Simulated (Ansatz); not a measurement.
Runs of Ansatz 0.2.0 on MgS (Niningerite). The structure is cubic, space group Fm-3m (No. 225). The conventional cell has a = 5.203 Å, b = 5.203 Å, c = 5.203 Å, α = 90.00°, β = 90.00°, γ = 90.00°. S (site symmetry m-3m) is surrounded by 6 Mg at 2.60 Å. Mg (site symmetry m-3m) has 6 S at 2.60 Å as nearest neighbours. 

| task | level | cell | cutoff (eV) | points for each segment of the path | gap on the mesh (eV) | pressure (GPa) | relaxed volume (Å³/atom) |
| --- | --- | --- | --- | --- | --- | --- | --- |
| band structure | r2SCAN | as given | 500 | 14 | (a) | 0.0 | - |
| relaxation of cell and atoms | PBEsol+D4 | relaxed | 420 | - | 2.90 | 0.0 | 17.07 |
| relaxation of cell and atoms | BLYP | relaxed | 420 | - | 2.85 | 0.0 | 18.48 |
| relaxation of cell and atoms | PBEsol+D3(BJ) | relaxed | 420 | - | 2.93 | 0.0 | 16.76 |
| relaxation of cell and atoms | RPBE+D4 | relaxed | 420 | - | 3.14 | 0.0 | 17.04 |
| band structure | BLYP | as given | 420 | 14 | 2.97 | (b) | - |
| relaxation of cell and atoms | RPBE+D3(BJ) | relaxed | 420 | - | 3.41 | 0.0 | 14.87 |

Alike in all rows: potentials or basis Ansatz PAW; no spin polarisation; k mesh 9 × 9 × 9; smearing fermi-dirac 0.05 eV.

Task: Estimate the missing entries.

Result: (a) 3.59; (b) 3.7.

Caveats: the PAW data sets come from PBE, with cores solved anew for the run's functional, which leaves a small shift of forces and pressure; odd divisions of the mesh miss points on the zone boundary, where band edges often lie, so the gap on the mesh can be too wide (some runs); the plane-wave basis is chosen anew once the cell has moved, so the energies of steps on either side of that aren't comparable (some runs); the k mesh misses the band edges, so the gap on the mesh is wider than the one along the path (some runs); the volume moved by over 15 % at a fixed basis, so the end points are rough (some runs); the volume moved by -16 % from the deposited cell, more than functionals usually miss (some runs).

Runs at the PBE level aren't shown here.
